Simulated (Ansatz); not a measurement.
Input of an Ansatz 0.2.0 run:

The input input:

```
crystal:
  lattice:
    - [2.93, 0.0, 0.0]
    - [-1.465, 2.5374544331, 0.0]
    - [0.0, 0.0, 4.79]
  atoms:
    - { symbol: Ag, position: [0.6666666667, 0.3333333333, 0.75] }
    - { symbol: Ag, position: [0.3333333333, 0.6666666667, 0.25] }
hamiltonian:
  xc: { exchange: pbesol, correlation: pbesol, exx: { coeff: 0.25 } }
  pseudopotentials: { kind: paw }
kpoints:
  mp_grid: { grid: [5, 5, 3] }
scf:
  occupations: { method: fermi_dirac, width: 0.05 }
output:
  forces: true
  stress: true
  eigenvalues: true
```

**Question.** Predict the pressure.

**Answer.** -5.8 GPa.

**Question.** Estimate the band gap on the k mesh.

**Answer.** None (metal or under the smearing width).

Stress tensor (GPa, compression positive):
```
-6.45  0.00  0.00
 0.00 -6.45  0.00
 0.00  0.00 -4.36
```

Caveat: the k mesh is coarse (spacing up to 0.50 Å⁻¹), so the values aren't converged, least of all with exact exchange; the PAW data sets come from PBE, with cores solved anew for the run's functional, which leaves a small shift of forces and pressure; the thresholds are loose for stress.
